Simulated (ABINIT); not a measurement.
Co:

```
CELL_PARAMETERS angstrom
2.47200 0.00000 0.00000
-1.23600 2.14081 0.00000
0.00000 0.00000 4.02114
ATOMIC_POSITIONS crystal
Co 0.66667 0.33333 0.75000
Co 0.33333 0.66667 0.25000
```

Alike in all runs: program ABINIT 10.8.3 (patched build); functional PBE; potentials or basis JTH PAW PBE v2.0; cutoff 707 eV; k mesh 12 × 12 × 7; occupations fermi-dirac, width 0.05 eV.

The same cell was started in several ways:

```csv
start,free energy over the lowest (meV/atom),net moment (μB),site or absolute moments (μB),gap
"collinear spin, ferromagnetic start of up to 5 μB",0.0,3.21,Co +1.68,none (metal or under the smearing width)
"collinear spin, ferromagnetic start of up to 2 μB",0.0,3.21,Co +1.68,none (metal or under the smearing width)
no spin polarisation,212.1,-,-,none (metal or under the smearing width)
"collinear spin, antiferromagnetic start of up to 2 μB",212.5,0.00,"Co +0.86, -0.86",none (metal or under the smearing width)
"collinear spin, ferrimagnetic start of up to 2 μB",212.5,0.00,"Co +0.86, -0.86",none (metal or under the smearing width)
```

The spin-polarised runs without a constraint all converged, yet they end up to 213 meV/atom apart: a converged run can sit in a state that isn't the lowest. Allowing spin polarisation gains 212 meV/atom. A still lower state may exist.

Caveats: the moment fell far below its start of 5 μB, so a state of higher moment may lie lower in energy (some runs).
